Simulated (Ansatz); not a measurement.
A N vacancy in wurtzite AlN, 95 atoms, charge 0

All numbers come from Ansatz (PAW, plane waves, no spin–orbit coupling) at the single k point (¼, ¼, ¼) without its symmetry partners. The atoms were relaxed with PBEsol in a fixed cell; other functionals are single points on those atoms unless said otherwise. The valence top and gap of the host come from its small cell on a dense mesh, with the band extrema sought between the mesh points, lined up by the mean potential, PBEsol gap 4.09 eV, HSE06 gap 5.54 eV.

Cell: a = 9.341 Å, b = 10.787 Å, c = 9.967 Å, α = 90.00°, β = 90.00°, γ = 90.00°.

Nearest atoms after relaxation, from the placed atom (for vacancies from the middle of the vacant sites): Al at 1.85 Å, Al at 1.85 Å, Al at 1.86 Å, Al at 1.91 Å, N at 3.00 Å, N at 3.03 Å, N at 3.04 Å, N at 3.04 Å.

Chemical potentials μ are those of reference phases of the elements at zero temperature by the same functional (the usual solids, diamond for C, grey Sn, and the molecules H2, N2, O2, F2, Cl2, Br2 and S8).

```csv
functional,E(defect) − E(host) − Σ nμ + q·E_VBM (eV),monopole (eV),alignment (eV),formation energy at E_F = VBM (eV),moment (μB),"wall time, shared host"
PBEsol,5.98,0.00,0.00,5.98,1.0,3.3 min on 8 threads of Neoverse-V2 (relaxation)
HSE06,6.24,0.00,0.00,6.24,1.0,11 min on 8 threads of Neoverse-V2
```

HSE06 one-electron levels near the gap (the ten most localised at most), from the host's valence top:

```csv
level (eV),spin,filling,atoms sharing it,element of the atom with most weight
-0.26,up,1.00,55.7,spread
-0.25,down,1.00,56.5,spread
0.22,up,1.00,15.8,Al
0.59,down,1.00,12.5,Al
3.59,up,1.00,10.6,Al
5.28,down,0.00,13.0,Al
5.31,up,0.00,14.0,Al
5.39,up,0.00,13.2,Al
5.41,down,0.00,12.9,Al
5.49,down,0.00,12.7,Al
```

All elements are taken at their own reference at once; growth conditions in equilibrium with the host shift these energies, by up to the host's formation enthalpy.

One k point and a cell of this size can leave errors of several tenths of an eV in such numbers.
